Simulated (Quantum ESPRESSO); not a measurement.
Here is a Quantum ESPRESSO 7.5 calculation.

pw.in

```
&CONTROL
  calculation = 'scf'
  prefix = 'pwscf'
  outdir = './tmp'
  pseudo_dir = './pseudo'
  tprnfor = .true.
  tstress = .true.
  disk_io = 'low'
/
&SYSTEM
  ibrav = 0
  nat = 2
  ntyp = 2
  ecutwfc = 88
  nbnd = 16
  occupations = 'smearing'
  smearing = 'fd'
  degauss = 0.00367493
/
&ELECTRONS
  conv_thr = 4d-10
  electron_maxstep = 120
  mixing_beta = 0.5
/
ATOMIC_SPECIES
Te   127.6000 Te.upf
Be     9.0122 Be.upf
CELL_PARAMETERS angstrom
   0.0000000000    2.7700000000    2.7700000000
   2.7700000000    0.0000000000    2.7700000000
   2.7700000000    2.7700000000    0.0000000000
ATOMIC_POSITIONS angstrom
Te     4.1550000000    4.1550000000    4.1550000000
Be     0.0000000000    0.0000000000    0.0000000000
K_POINTS automatic
8 8 8 0 0 0
```

The input bands.in:

```
&CONTROL
  calculation = 'bands'
  prefix = 'pwscf'
  outdir = './tmp'
  pseudo_dir = './pseudo'
  disk_io = 'low'
  verbosity = 'high'
/
&SYSTEM
  ibrav = 0
  nat = 2
  ntyp = 2
  ecutwfc = 88
  nbnd = 16
  occupations = 'smearing'
  smearing = 'fd'
  degauss = 0.00367493
/
&ELECTRONS
  conv_thr = 1d-08
  electron_maxstep = 120
  mixing_beta = 0.5
  diago_full_acc = .true.
/
ATOMIC_SPECIES
Te   127.6000 Te.upf
Be     9.0122 Be.upf
CELL_PARAMETERS angstrom
   0.0000000000    2.7700000000    2.7700000000
   2.7700000000    0.0000000000    2.7700000000
   2.7700000000    2.7700000000    0.0000000000
ATOMIC_POSITIONS angstrom
Te     4.1550000000    4.1550000000    4.1550000000
Be     0.0000000000    0.0000000000    0.0000000000
K_POINTS crystal
60
 0.0000000000  0.0000000000  0.0000000000 1
 0.0625000000  0.0000000000  0.0625000000 1
 0.1250000000  0.0000000000  0.1250000000 1
 0.1875000000  0.0000000000  0.1875000000 1
 0.2500000000  0.0000000000  0.2500000000 1
 0.3125000000  0.0000000000  0.3125000000 1
 0.3750000000  0.0000000000  0.3750000000 1
 0.4375000000  0.0000000000  0.4375000000 1
 0.5000000000  0.0000000000  0.5000000000 1
 0.5000000000  0.0625000000  0.5625000000 1
 0.5000000000  0.1250000000  0.6250000000 1
 0.5000000000  0.1875000000  0.6875000000 1
 0.5000000000  0.2500000000  0.7500000000 1
 0.4375000000  0.3125000000  0.7500000000 1
 0.3750000000  0.3750000000  0.7500000000 1
 0.3375000000  0.3375000000  0.6750000000 1
 0.3000000000  0.3000000000  0.6000000000 1
 0.2625000000  0.2625000000  0.5250000000 1
 0.2250000000  0.2250000000  0.4500000000 1
 0.1875000000  0.1875000000  0.3750000000 1
 0.1500000000  0.1500000000  0.3000000000 1
 0.1125000000  0.1125000000  0.2250000000 1
 0.0750000000  0.0750000000  0.1500000000 1
 0.0375000000  0.0375000000  0.0750000000 1
 0.0000000000  0.0000000000  0.0000000000 1
 0.0625000000  0.0625000000  0.0625000000 1
 0.1250000000  0.1250000000  0.1250000000 1
 0.1875000000  0.1875000000  0.1875000000 1
 0.2500000000  0.2500000000  0.2500000000 1
 0.3125000000  0.3125000000  0.3125000000 1
 0.3750000000  0.3750000000  0.3750000000 1
 0.4375000000  0.4375000000  0.4375000000 1
 0.5000000000  0.5000000000  0.5000000000 1
 0.5250000000  0.4500000000  0.5250000000 1
 0.5500000000  0.4000000000  0.5500000000 1
 0.5750000000  0.3500000000  0.5750000000 1
 0.6000000000  0.3000000000  0.6000000000 1
 0.6250000000  0.2500000000  0.6250000000 1
 0.5833333333  0.2500000000  0.6666666667 1
 0.5416666667  0.2500000000  0.7083333333 1
 0.5000000000  0.2500000000  0.7500000000 1
 0.5000000000  0.2857142857  0.7142857143 1
 0.5000000000  0.3214285714  0.6785714286 1
 0.5000000000  0.3571428571  0.6428571429 1
 0.5000000000  0.3928571429  0.6071428571 1
 0.5000000000  0.4285714286  0.5714285714 1
 0.5000000000  0.4642857143  0.5357142857 1
 0.5000000000  0.5000000000  0.5000000000 1
 0.4821428571  0.4821428571  0.5357142857 1
 0.4642857143  0.4642857143  0.5714285714 1
 0.4464285714  0.4464285714  0.6071428571 1
 0.4285714286  0.4285714286  0.6428571429 1
 0.4107142857  0.4107142857  0.6785714286 1
 0.3928571429  0.3928571429  0.7142857143 1
 0.3750000000  0.3750000000  0.7500000000 1
 0.6250000000  0.2500000000  0.6250000000 1
 0.5937500000  0.1875000000  0.5937500000 1
 0.5625000000  0.1250000000  0.5625000000 1
 0.5312500000  0.0625000000  0.5312500000 1
 0.5000000000  0.0000000000  0.5000000000 1
```

Potentials or basis: PseudoDojo 0.4.1 SR PBE standard.

The run is started by

```bash
$ OMP_NUM_THREADS=1 pw.x -in pw.in > pw.out
$ OMP_NUM_THREADS=1 pw.x -in bands.in > bands.out
```

Q: Predict the band gap on the k mesh.

A: 1.87 eV, indirect (least direct gap 3.61 eV).

Q: Predict the band gap along the path.

A: 1.87 eV, indirect (least direct gap 3.61 eV).

Q: What does it give for the pressure?

A: 4.5 GPa.

Levels at the corners of the path, in eV from the valence-band top:
```csv
point,band 7,band 8,band 9,band 10,band 11,band 12,band 13,band 14
Γ,-12.63,0.00,0.00,0.00,3.61,3.61,3.61,4.20
X,-10.63,-5.37,-2.82,-2.82,1.87,2.62,10.12,10.12
W,-10.59,-4.79,-3.95,-3.44,5.33,5.57,5.73,6.44
K,-10.65,-4.99,-4.15,-2.39,2.65,5.35,8.15,8.54
Γ,-12.63,0.00,0.00,0.00,3.61,3.61,3.61,4.20
L,-11.17,-5.85,-1.21,-1.21,3.24,4.60,4.60,7.93
U,-10.65,-4.99,-4.15,-2.39,2.65,5.35,8.15,8.54
W,-10.59,-4.79,-3.95,-3.44,5.33,5.57,5.73,6.44
L,-11.17,-5.85,-1.21,-1.21,3.24,4.60,4.60,7.93
K,-10.65,-4.99,-4.15,-2.39,2.65,5.35,8.15,8.54
U,-10.65,-4.99,-4.15,-2.39,2.65,5.35,8.15,8.54
X,-10.63,-5.37,-2.82,-2.82,1.87,2.62,10.12,10.12
```

Caveat: spin-orbit coupling is left out, which moves the levels of the heavy elements.
